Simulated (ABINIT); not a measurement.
# GaP (F-43m) in ABINIT: notebook

One crystal, GaP, is run at these levels: PBE, HSE06; tasks: single point.

All numbers are computed with ABINIT 10.8.3 (patched build); they aren't measurements. Logs are shortened: lines on timing, memory, paths and dates and some standing lists are left out, and cuts for length are marked. The log counts tension as positive stress, the text compression.

## 1. The structure

The structure is cubic, space group F-43m (No. 216). The conventional cell has a = 5.451 Å, b = 5.451 Å, c = 5.451 Å, α = 90.00°, β = 90.00°, γ = 90.00°. Around Ga (site symmetry -43m) lie 4 P at 2.36 Å. Around P (site symmetry -43m) lie 4 Ga at 2.36 Å.

## 2. Single point, PBE

run.abi reads:

```
pp_dirpath "./"
pseudos "31_Ga_13_1.9_2.4_pbe_n_v1.0.psp8, 15_P_5_1.8_1.9_pbe_n_v1.0.psp8"

acell 7.2831660764 7.2831660764 7.2831660764
rprim
     0.0000000000     0.7071067812     0.7071067812
     0.7071067812     0.0000000000     0.7071067812
     0.7071067812     0.7071067812     0.0000000000
ntypat 2
znucl 31 15
natom 2
typat 1 2
xcart
     0.0000000000     0.0000000000     0.0000000000
     4.0878750000     4.0878750000     4.0878750000 Angstrom

ecut 30.0

kptopt 1
ngkpt 6 6 6
nshiftk 1
shiftk 0.0 0.0 0.0

ixc 11

nband 11
occopt 1

nstep 100
tolvrs 1.0e-10
diemac 6.0

iomode 3
prtwf 0
prtden 0
prteig 0
prtebands 0
enunit 1
prtvol 2
```

Potentials or basis: SPMS NC PBE v1.0.

Run with:

```console
> mpirun --bind-to none -np 8 abinit run.abi > log 2>&1
```

run.abo:

```text
.Version 10.8.3 of ABINIT
 Symmetries : space group F-4 3 m (#216); Bravais cF (face-center cubic)
================================================================================
 Values of the parameters that define the memory need of the present run
     intxc =       0    ionmov =       0      iscf =       7    lmnmax =       6
     lnmax =       6     mgfft =      36  mpssoang =       3    mqgrid =    3001
     natom =       2  nloc_mem =       1    nspden =       1   nspinor =       1
    nsppol =       1      nsym =      24    n1xccc =    2501    ntypat =       2
    occopt =       1   xclevel =       2
       mpw =        2168          nfft =       46656          nkpt =          16
================================================================================
================================================================================

--------------------------------------------------------------------------------
------------- Echo of variables that govern the present computation ------------
--------------------------------------------------------------------------------
 -outvars: echo values of preprocessed input variables --------
            acell      7.2831660764E+00  7.2831660764E+00  7.2831660764E+00 Bohr
              amu      6.97230000E+01  3.09737620E+01
           diemac      6.00000000E+00
             ecut      3.00000000E+01 Hartree
           enunit           1
              ixc          11
         kptrlatt        6    0    0      0    6    0      0    0    6
          kptrlen      4.36989965E+01
            natom           2
            nband          11
            ngfft          36      36      36
             nkpt          16
            nstep         100
             nsym          24
           ntypat           2
           prtden           0
        prtebands           0
           prteig           0
           prtvol           2
            prtwf           0
            rprim      0.0000000000E+00  7.0710678120E-01  7.0710678120E-01
                       7.0710678120E-01  0.0000000000E+00  7.0710678120E-01
                       7.0710678120E-01  7.0710678120E-01  0.0000000000E+00
          spgroup         216
           tolvrs      1.00000000E-10
            typat      1  2
           xangst      0.0000000000E+00  0.0000000000E+00  0.0000000000E+00
                       4.0878749973E+00  4.0878749973E+00  4.0878749973E+00
            xcart      0.0000000000E+00  0.0000000000E+00  0.0000000000E+00
                       7.7249641818E+00  7.7249641818E+00  7.7249641818E+00
             xred      0.0000000000E+00  0.0000000000E+00  0.0000000000E+00
                       7.5000000000E-01  7.5000000000E-01  7.5000000000E-01
            znucl       31.00000   15.00000

================================================================================

 chkinp: Checking input parameters for consistency.

================================================================================
== DATASET  1 ==================================================================

--- !DatasetInfo
iteration_state: {dtset: 1, }
dimensions: {natom: 2, nkpt: 16, mband: 11, nsppol: 1, nspinor: 1, nspden: 1, mpw: 2168, }
cutoff_energies: {ecut:  30.0, pawecutdg:  -1.0, }
electrons: {nelect:   1.80000000E+01, charge:   0.00000000E+00, occopt:   1.00000000E+00, tsmear:   1.00000000E-02, }
meta: {optdriver: 0, ionmov: 0, optcell: 0, iscf: 7, paral_kgb: 0, }
...

 Exchange-correlation functional for the present dataset will be:
  GGA: Perdew-Burke-Ernzerhof functional - ixc=11
  J.P.Perdew, K.Burke, M.Ernzerhof, PRL 77, 3865 (1996)

 Real(R)+Recip(G) space primitive vectors, cartesian coordinates (Bohr,Bohr^-1):
 R(1)=  0.0000000  5.1499761  5.1499761  G(1)= -0.0970878  0.0970878  0.0970878
 R(2)=  5.1499761  0.0000000  5.1499761  G(2)=  0.0970878 -0.0970878  0.0970878
 R(3)=  5.1499761  5.1499761  0.0000000  G(3)=  0.0970878  0.0970878 -0.0970878
 Unit cell volume ucvol=  2.7317795E+02 bohr^3
 Angles (23,13,12)=  6.00000000E+01  6.00000000E+01  6.00000000E+01 degrees

 getcut: wavevector=  0.0000  0.0000  0.0000  ngfft=  36  36  36
         ecut(hartree)=     30.000   => boxcut(ratio)=   2.00473

--- Pseudopotential description ------------------------------------------------
- pspini: atom type   1  psp file is ./31_Ga_13_1.9_2.4_pbe_n_v1.0.psp8
    8   11    2    4       600   0.00000      pspcod,pspxc,lmax,lloc,mmax,r2well
    5.99000000000000    5.00000000000000    0.00000000000000   rchrg,fchrg,qchrg
[... 95 lines left out ...]
  2.77E-16 2.26E-16 1.53E-13
   0.3333  0.1667  0.0000    1  5.54156E-12 kpt; spin; max resid(k); each band:
  7.14E-16 2.73E-16 2.36E-16 1.29E-16 3.29E-17 6.58E-16 3.79E-16 3.02E-16
[... 16 lines left out ...]
  -0.3333  0.3333  0.0000    1  1.43293E-10 kpt; spin; max resid(k); each band:
  8.09E-16 2.22E-16 1.68E-16 1.27E-16 5.72E-17 7.87E-16 2.88E-16 1.59E-16
  1.48E-16 4.15E-16 1.43E-10
   0.5000  0.5000  0.0000    1  8.92169E-16 kpt; spin; max resid(k); each band:
  8.92E-16 2.84E-16 1.12E-16 1.12E-16 2.20E-17 7.38E-16 1.42E-16 8.59E-17
  7.83E-17 3.34E-16 3.11E-16
   0.5000  0.3333  0.1667    1  8.79272E-09 kpt; spin; max resid(k); each band:
  7.90E-16 2.46E-16 1.92E-16 1.61E-16 4.20E-17 7.36E-16 3.30E-16 1.71E-16
  2.22E-16 1.61E-12 8.79E-09
  -0.3333  0.3333  0.1667    1  2.13380E-12 kpt; spin; max resid(k); each band:
  7.92E-16 2.87E-16 1.77E-16 1.21E-16 7.85E-17 8.21E-16 1.26E-16 2.03E-16
  2.05E-16 1.33E-15 2.13E-12
  -0.3333  0.5000  0.1667    1  8.45539E-16 kpt; spin; max resid(k); each band:
  8.46E-16 1.97E-16 1.72E-16 1.81E-16 4.73E-17 7.79E-16 1.39E-16 1.56E-16
  1.40E-16 4.25E-16 3.56E-16
 reduced coordinates (array xred) for    2 atoms
       0.000000000000      0.000000000000      0.000000000000
       0.750000000000      0.750000000000      0.750000000000
 rms dE/dt=  7.6160E-28; max dE/dt=  1.0771E-27; dE/dt below (all hartree)
    1       0.000000000000      0.000000000000      0.000000000000
    2       0.000000000000      0.000000000000     -0.000000000000

 cartesian coordinates (angstrom) at end:
    1      0.00000000000000     0.00000000000000     0.00000000000000
    2      4.08787499729965     4.08787499729965     4.08787499729965

 cartesian forces (hartree/bohr) at end:
    1     -0.00000000000000    -0.00000000000000     0.00000000000000
    2      0.00000000000000     0.00000000000000    -0.00000000000000
 frms,max,avg= 1.0011742E-28 1.5685385E-28   0.000E+00  0.000E+00  0.000E+00 h/b

 cartesian forces (eV/Angstrom) at end:
    1     -0.00000000000000    -0.00000000000000     0.00000000000000
    2      0.00000000000000     0.00000000000000    -0.00000000000000
 frms,max,avg= 5.1482446E-27 8.0657491E-27   0.000E+00  0.000E+00  0.000E+00 e/A
 length scales=  7.283166076400  7.283166076400  7.283166076400 bohr
              =  3.854085508238  3.854085508238  3.854085508238 angstroms
 Fermi (or HOMO) energy (eV) =   3.81143   Average Vxc (eV)=  -9.86110
 Eigenvalues (   eV  ) for nkpt=  16  k points:
 kpt#   1, nband= 11, wtk=  0.00463, kpt=  0.0000  0.0000  0.0000 (reduced coord)
 -10.78104  -10.78104  -10.78104  -10.68372  -10.68372   -8.68364    3.81143    3.81143
   3.81143    5.62756    7.69827
 kpt#   2, nband= 11, wtk=  0.03704, kpt=  0.1667  0.0000  0.0000 (reduced coord)
 -10.80318  -10.77338  -10.77338  -10.68360  -10.68360   -8.32815    1.42193    3.44071
   3.44071    6.21949    8.24651
 kpt#   3, nband= 11, wtk=  0.03704, kpt=  0.3333  0.0000  0.0000 (reduced coord)
 -10.84322  -10.76098  -10.76098  -10.68001  -10.68001   -7.38239   -1.39823    2.90508
   2.90508    5.70507    8.62249
 kpt#   4, nband= 11, wtk=  0.01852, kpt=  0.5000  0.0000  0.0000 (reduced coord)
 -10.86144  -10.75667  -10.75667  -10.67606  -10.67606   -6.62054   -2.82349    2.69362
   2.69362    5.47840    8.52660
 kpt#   5, nband= 11, wtk=  0.02778, kpt=  0.1667  0.1667  0.0000 (reduced coord)
 -10.81725  -10.76559  -10.76559  -10.69085  -10.67824   -8.21012    1.55261    2.80994
   2.80994    6.58578    7.60908
 kpt#   6, nband= 11, wtk=  0.11111, kpt=  0.3333  0.1667  0.0000 (reduced coord)
 -10.84725  -10.75468  -10.75130  -10.69455  -10.67409   -7.44921   -0.63183    2.01588
[... 16 lines left out ...]
 kpt#  12, nband= 11, wtk=  0.05556, kpt= -0.3333  0.3333  0.0000 (reduced coord)
 -10.87336  -10.74328  -10.73200  -10.69453  -10.67693   -5.95928   -2.53016   -0.23294
   1.86494    6.31879    9.76980
 kpt#  13, nband= 11, wtk=  0.01389, kpt=  0.5000  0.5000  0.0000 (reduced coord)
 -10.89689  -10.71932  -10.71661  -10.71661  -10.66253   -5.72166   -2.94508    1.12815
   1.12815    5.46426    5.63170
 kpt#  14, nband= 11, wtk=  0.11111, kpt=  0.5000  0.3333  0.1667 (reduced coord)
 -10.86641  -10.74692  -10.73595  -10.69740  -10.67280   -6.60753   -1.75142    0.57542
   1.76670    7.43153    8.12781
 kpt#  15, nband= 11, wtk=  0.11111, kpt= -0.3333  0.3333  0.1667 (reduced coord)
 -10.87268  -10.74710  -10.72965  -10.69424  -10.67607   -5.95692   -2.58530    0.12304
   1.33853    7.71777    8.36853
 kpt#  16, nband= 11, wtk=  0.05556, kpt= -0.3333  0.5000  0.1667 (reduced coord)
 -10.88361  -10.73594  -10.72210  -10.70388  -10.67085   -5.65360   -2.79565    0.43564
   0.54920    7.29004    7.45671
 Total charge density [el/Bohr^3]
)     Maximum=    1.6255E+00  at reduced coord.    0.0278    0.0833    0.8889
)Next maximum=    1.6255E+00  at reduced coord.    0.0000    0.0833    0.8889
)     Minimum=    1.0219E-03  at reduced coord.    0.7500    0.7500    0.7500
)Next minimum=    1.0327E-03  at reduced coord.    0.0000    0.0000    0.0000
   Integrated=    1.8000E+01

--- !EnergyTerms
iteration_state     : {dtset: 1, }
comment             : Components of total free energy in Hartree
kinetic             :  5.96889247803645E+01
hartree             :  2.43441480959023E+01
xc                  : -2.17487856799719E+01
Ewald energy        : -4.82388119425263E+01
psp_core            :  2.62143646400642E+00
local_psp           : -5.90534884416314E+01
non_local_psp       : -3.83880407946624E+01
total_energy        : -8.07746175185189E+01
total_energy_eV     : -2.19798931616780E+03
band_energy         : -4.32847995546233E+00
...

 Cartesian components of stress tensor (hartree/bohr^3)
  sigma(1 1)= -5.92134648E-05  sigma(3 2)=  0.00000000E+00
  sigma(2 2)= -5.92134648E-05  sigma(3 1)=  0.00000000E+00
  sigma(3 3)= -5.92134648E-05  sigma(2 1)=  0.00000000E+00

-Cartesian components of stress tensor (GPa)         [Pressure=  1.7421E+00 GPa]
- sigma(1 1)= -1.74212028E+00  sigma(3 2)=  0.00000000E+00
- sigma(2 2)= -1.74212028E+00  sigma(3 1)=  0.00000000E+00
- sigma(3 3)= -1.74212028E+00  sigma(2 1)=  0.00000000E+00

== END DATASET(S) ==============================================================
================================================================================

 -outvars: echo values of variables after computation  --------
            acell      7.2831660764E+00  7.2831660764E+00  7.2831660764E+00 Bohr
           etotal     -8.0774617519E+01
            fcart     -5.2284615691E-29 -5.2284615691E-29  1.5685384707E-28
                       5.2284615691E-29  5.2284615691E-29 -1.5685384707E-28
            rprim      0.0000000000E+00  7.0710678120E-01  7.0710678120E-01
                       7.0710678120E-01  0.0000000000E+00  7.0710678120E-01
                       7.0710678120E-01  7.0710678120E-01  0.0000000000E+00
           strten     -5.9213464831E-05 -5.9213464831E-05 -5.9213464831E-05
                       0.0000000000E+00  0.0000000000E+00  0.0000000000E+00
           xangst      0.0000000000E+00  0.0000000000E+00  0.0000000000E+00
                       4.0878749973E+00  4.0878749973E+00  4.0878749973E+00
             xred      0.0000000000E+00  0.0000000000E+00  0.0000000000E+00
                       7.5000000000E-01  7.5000000000E-01  7.5000000000E-01
 Calculation completed.
```

Wall time 2.8 s (8 MPI ranks of Arm Neoverse V1, shared host); peak memory 0.48 GiB.

What came out:

```
Free energy                                           : -2197.9893 eV
Band gap on the k mesh                                : 1.65 eV, indirect (least direct gap 1.82 eV)
Valence electrons inside the program's atomic spheres : Ga 10.84; P 2.80
```

Levels at points of the mesh, in eV from the valence-band top:
```csv
k point,band 6,band 7,band 8,band 9,band 10,band 11
"(0.00, 0.00, 0.00)",-12.50,0.00,0.00,0.00,1.82,3.89
"(0.50, 0.00, 0.00)",-10.43,-6.63,-1.12,-1.12,1.67,4.72
"(0.50, 0.50, 0.00)",-9.53,-6.76,-2.68,-2.68,1.65,1.82
```

Caveat: the cutoff is too short for stress, so the log's stress isn't used. Expect the measured gap to be larger: semilocal functionals such as PBE lack the derivative discontinuity.

## 3. Single point, HSE06

Edit run.abi of step 2 so:

```diff
@@ -23,3 +23,3 @@
 
-ixc 11
+ixc -428
 
@@ -28,5 +28,5 @@
 
-nstep 100
-tolvrs 1.0e-10
+nstep 60
 diemac 6.0
+toldfe 1.0e-7
```

Potentials or basis: SPMS NC PBE v1.0.

Run with:

```console
> mpirun --bind-to none -np 8 abinit run.abi > log 2>&1
```

run.abo:

```text
.Version 10.8.3 of ABINIT
 Symmetries : space group F-4 3 m (#216); Bravais cF (face-center cubic)
================================================================================
 Values of the parameters that define the memory need of the present run
     intxc =       0    ionmov =       0      iscf =       7    lmnmax =       6
     lnmax =       6     mgfft =      36  mpssoang =       3    mqgrid =    3001
     natom =       2  nloc_mem =       1    nspden =       1   nspinor =       1
    nsppol =       1      nsym =      24    n1xccc =    2501    ntypat =       2
    occopt =       1   xclevel =       2
       mpw =        2168          nfft =       46656          nkpt =          16
================================================================================
================================================================================

--------------------------------------------------------------------------------
------------- Echo of variables that govern the present computation ------------
--------------------------------------------------------------------------------
 -outvars: echo values of preprocessed input variables --------
            acell      7.2831660764E+00  7.2831660764E+00  7.2831660764E+00 Bohr
              amu      6.97230000E+01  3.09737620E+01
           diemac      6.00000000E+00
             ecut      3.00000000E+01 Hartree
           enunit           1
              ixc        -428
         kptrlatt        6    0    0      0    6    0      0    0    6
          kptrlen      4.36989965E+01
            natom           2
            nband          11
          nbandhf           9
            ngfft          36      36      36
             nkpt          16
           nkpthf         216
            nstep          60
             nsym          24
           ntypat           2
           prtden           0
        prtebands           0
           prteig           0
           prtvol           2
            prtwf           0
            rprim      0.0000000000E+00  7.0710678120E-01  7.0710678120E-01
                       7.0710678120E-01  0.0000000000E+00  7.0710678120E-01
                       7.0710678120E-01  7.0710678120E-01  0.0000000000E+00
          spgroup         216
           toldfe      1.00000000E-07 Hartree
            typat      1  2
          usefock           1
           xangst      0.0000000000E+00  0.0000000000E+00  0.0000000000E+00
[... 228 lines left out ...]
 -12.17443  -11.99080  -11.97768  -11.92836  -11.90722   -7.40421   -3.65375   -1.07676
   1.18538    6.61563   10.35858
 kpt#  13, nband= 11, wtk=  0.01389, kpt=  0.5000  0.5000  0.0000 (reduced coord)
 -12.19995  -11.96001  -11.95830  -11.95830  -11.89027   -7.14134   -4.11770    0.36308
   0.36308    5.69363    5.89801
 kpt#  14, nband= 11, wtk=  0.11111, kpt=  0.5000  0.3333  0.1667 (reduced coord)
 -12.16467  -11.99514  -11.98296  -11.93196  -11.90222   -8.13621   -2.76756   -0.18628
   1.10718    7.79200    8.55868
 kpt#  15, nband= 11, wtk=  0.11111, kpt= -0.3333  0.3333  0.1667 (reduced coord)
 -12.17380  -11.99474  -11.97534  -11.92778  -11.90640   -7.40138   -3.71611   -0.68150
   0.63566    8.13687    8.74440
 kpt#  16, nband= 11, wtk=  0.05556, kpt= -0.3333  0.5000  0.1667 (reduced coord)
 -12.18593  -11.98114  -11.96622  -11.93969  -11.90026   -7.06034   -3.95603   -0.34636
  -0.23512    7.62800    7.83702
 Total charge density [el/Bohr^3]
)     Maximum=    1.6126E+00  at reduced coord.    0.0278    0.0833    0.8889
)Next maximum=    1.6126E+00  at reduced coord.    0.0000    0.0833    0.8889
)     Minimum=    1.0259E-03  at reduced coord.    0.0000    0.0000    0.0000
)Next minimum=    1.0667E-03  at reduced coord.    0.7500    0.7500    0.7500
   Integrated=    1.8000E+01

--- !EnergyTerms
iteration_state     : {dtset: 1, }
comment             : Components of total free energy in Hartree
kinetic             :  5.92438105667192E+01
hartree             :  2.42091952046852E+01
xc                  : -1.95297401266591E+01
Ewald energy        : -4.82388119425263E+01
psp_core            :  2.62143646400642E+00
local_psp           : -5.88707830348171E+01
non_local_psp+x     : -3.97978371180000E+01
total_energy        : -8.03627299865917E+01
...

--- !EnergyTermsDC
iteration_state     : {dtset: 1, }
comment             : '"Double-counting" decomposition of free energy'
band_energy         : -5.07474120735234E+00
Ewald energy        : -4.82388119425263E+01
psp_core            :  2.62143646400642E+00
xc_dc               : -2.96704604561675E+01
total_energy_dc     : -8.03625771420397E+01
...

 Cartesian components of stress tensor (hartree/bohr^3)
  sigma(1 1)=  9.68903058E-05  sigma(3 2)=  0.00000000E+00
  sigma(2 2)=  9.68903058E-05  sigma(3 1)=  0.00000000E+00
  sigma(3 3)=  9.68903058E-05  sigma(2 1)=  0.00000000E+00

-Cartesian components of stress tensor (GPa)         [Pressure= -2.8506E+00 GPa]
- sigma(1 1)=  2.85061121E+00  sigma(3 2)=  0.00000000E+00
- sigma(2 2)=  2.85061121E+00  sigma(3 1)=  0.00000000E+00
- sigma(3 3)=  2.85061121E+00  sigma(2 1)=  0.00000000E+00

== END DATASET(S) ==============================================================
================================================================================

 -outvars: echo values of variables after computation  --------
            acell      7.2831660764E+00  7.2831660764E+00  7.2831660764E+00 Bohr
           etotal     -8.0362729987E+01
            fcart     -0.0000000000E+00 -0.0000000000E+00 -0.0000000000E+00
                      -0.0000000000E+00 -0.0000000000E+00 -0.0000000000E+00
            rprim      0.0000000000E+00  7.0710678120E-01  7.0710678120E-01
                       7.0710678120E-01  0.0000000000E+00  7.0710678120E-01
                       7.0710678120E-01  7.0710678120E-01  0.0000000000E+00
           strten      9.6890305761E-05  9.6890305761E-05  9.6890305761E-05
                       0.0000000000E+00  0.0000000000E+00  0.0000000000E+00
           xangst      0.0000000000E+00  0.0000000000E+00  0.0000000000E+00
                       4.0878749973E+00  4.0878749973E+00  4.0878749973E+00
             xred      0.0000000000E+00  0.0000000000E+00  0.0000000000E+00
                       7.5000000000E-01  7.5000000000E-01  7.5000000000E-01
 Calculation completed.
```

It took 37 min on 8 MPI ranks of Arm Neoverse V1, shared host; peak memory 1.2 GiB.

What came out:

```
Free energy                                           : -2186.7813 eV
Band gap on the k mesh                                : 2.32 eV, indirect (least direct gap 2.59 eV)
Valence electrons inside the program's atomic spheres : Ga 10.84; P 2.78
```

Levels at points of the mesh, in eV from the valence-band top:
```csv
k point,band 5,band 6,band 7,band 8,band 9,band 10,band 11
"(0.00, 0.00, 0.00)",-15.28,-13.84,0.00,0.00,0.00,2.59,4.60
"(0.50, 0.00, 0.00)",-15.28,-11.51,-7.35,-1.27,-1.27,2.37,5.57
"(0.50, 0.50, 0.00)",-15.26,-10.51,-7.49,-3.01,-3.01,2.32,2.53
```

Caveat: the cutoff is too short for stress, so the log's stress isn't used; Libxc's HSE differs a little from that of other programs; the potentials were made for another functional, which shifts forces and pressure. A k mesh can miss the band edges.
